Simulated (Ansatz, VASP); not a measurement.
# Two plane-wave programs on CuAu

Contents of INCAR:

```
PREC = Accurate
ENCUT = 520
EDIFF = 1E-6
ISMEAR = 0
SIGMA = 0.15
LREAL = F
LASPH = T
NELM = 60
ALGO = Fast
ISIF = 2
LWAVE = F
LCHARG = F
GGA = PE
NBANDS = 18
```

File KPOINTS:

```
Automatic mesh
0
Gamma
  18 18 14
```

POSCAR

```
CuAu
1.0
    2.7300000000      0.0000000000      0.0000000000
    0.0000000000      2.7300000000      0.0000000000
    0.0000000000      0.0000000000      3.7617500000
Cu Au
1 1
Direct
    0.5000000000      0.5000000000      0.5000000000
    0.0000000000      0.0000000000      0.0000000000
```

Input for Ansatz:

```yaml
crystal:
  lattice:
    - [2.73, 0.0, 0.0]
    - [0.0, 2.73, 0.0]
    - [0.0, 0.0, 3.76175]
  atoms:
    - { symbol: Cu, position: [0.5, 0.5, 0.5] }
    - { symbol: Au, position: [0.0, 0.0, 0.0] }
basis:
  ecutwfc: 420
kpoints:
  mp_grid: { grid: [18, 18, 14] }
hamiltonian:
  xc: pbe
scf:
  occupations: { method: gaussian, width: 0.15 }
output:
  forces: true
  stress: true
  eigenvalues: true
```

Change from the starting cell: strain -0.025 along x and y, +0.025 along z, atoms carried along.

Alike in both runs: task single point; functional PBE; k mesh 18 × 18 × 14; occupations gaussian, width 0.15 eV; no spin polarisation.

|  | VASP | Ansatz |
| --- | --- | --- |
| version | VASP 6.6.1 | Ansatz 0.2.0 |
| potentials or method | VASP PAW PBE potentials, release 64 (Cu, Au) | scalar-relativistic, plane waves, PAW |
| plane-wave cutoff (eV) | 520 | 420 |
| valence electrons in the cell | 22 | 38 |

VASP gave:

* gap on the k mesh at the Fermi level (eV): none
* pressure (GPa): 12.0
* largest component of the traceless stress (GPa): 2.73

**Question.** What did Ansatz give for the same quantities?

**Answer.** gap on the k mesh at the Fermi level (eV): none; pressure (GPa): 12.1; largest component of the traceless stress (GPa): 2.81.

A gap of «none» marks a metal or a gap that the smearing closes. The two sets of potentials don't hold the same shells in valence.

Spin-orbit coupling is left out, which matters for the levels of Au.
